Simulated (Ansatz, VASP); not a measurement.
One calculation of CsBr, two programs

```
CELL_PARAMETERS angstrom
4.53100 0.00000 0.00000
0.00000 4.53100 0.00000
0.00000 0.00000 4.53100
ATOMIC_POSITIONS crystal
Cs 0.00000 0.00000 0.00000
Br 0.50000 0.50000 0.50000
```

Alike in both runs: task single point; functional PBE; k mesh 6 × 6 × 6; occupations gaussian, width 0.02 eV; no spin polarisation.

|  | VASP | Ansatz |
| --- | --- | --- |
| version | VASP 6.6.1 | Ansatz 0.2.0 |
| potentials or method | VASP PAW PBE potentials, release 64 (Cs_sv, Br) | scalar-relativistic, plane waves, PAW |
| plane-wave cutoff (eV) | 520 | 420 |
| valence electrons in the cell | 16 | 16 |

```tsv
	VASP	Ansatz	Ansatz less VASP
gap on the k mesh at the Fermi level (eV)	3.93	3.93	+0.008
least direct gap on the mesh (eV)	3.97	3.98	+0.006
pressure (GPa)	-0.9	-0.9	-0.02
```

Caveats: spin-orbit coupling is left out, which moves the levels of the heavy elements. Expect the measured gap to be larger: semilocal functionals such as PBE lack the derivative discontinuity. A k mesh can miss the band edges.
